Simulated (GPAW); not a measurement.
# ZnS: single point with PBE

**The experiment to reproduce.**

“Electronic, vibrational, and thermodynamic properties of ZnS (zincblende and rocksalt structure)”, 2009, arxiv:0911.5022 quotes, for a bulk crystal of ZnS at 19 K: band gap 3.85 eV (direct).

ZnS:

```
CELL_PARAMETERS angstrom
0.00000 2.70200 2.70200
2.70200 0.00000 2.70200
2.70200 2.70200 0.00000
ATOMIC_POSITIONS crystal
Zn 0.75000 0.75000 0.75000
S 0.00000 0.00000 0.00000
```

- Program: GPAW 26.7.0
- Task: single point
- Functional: PBE
- Potentials or basis: GPAW PAW data sets (gpaw-data 1.2.1)
- Cutoff: 600 eV
- Basis: pw
- k mesh: 9 × 9 × 9
- Occupations: gaussian, width 0.015 eV
- Spin: no spin polarisation

```
Pressure               : 1.6 GPa
Band gap on the k mesh : 2.10 eV, direct
```

Levels at points of the mesh, in eV from the valence-band top:
| k point | band 7 | band 8 | band 9 | band 10 | band 11 | band 12 |
| --- | --- | --- | --- | --- | --- | --- |
| (0.00, 0.00, 0.00) | 0.00 | 0.00 | 0.00 | 2.10 | 6.37 | 6.37 |

It took 17 s on 1 thread of Arm Neoverse V2 (shared host), peak memory 0.16 GiB.

A measured gap of ZnS is 3.85 eV (direct; 19 K; quoted in “Electronic, vibrational, and thermodynamic properties of ZnS (zincblende and rocksalt structure)”, 2009, arxiv:0911.5022); the calculated 2.10 eV misses it by -1.75 eV. The value is that of PBE, without temperature or zero-point motion. Semilocal functionals fall short of measured gaps as a rule.
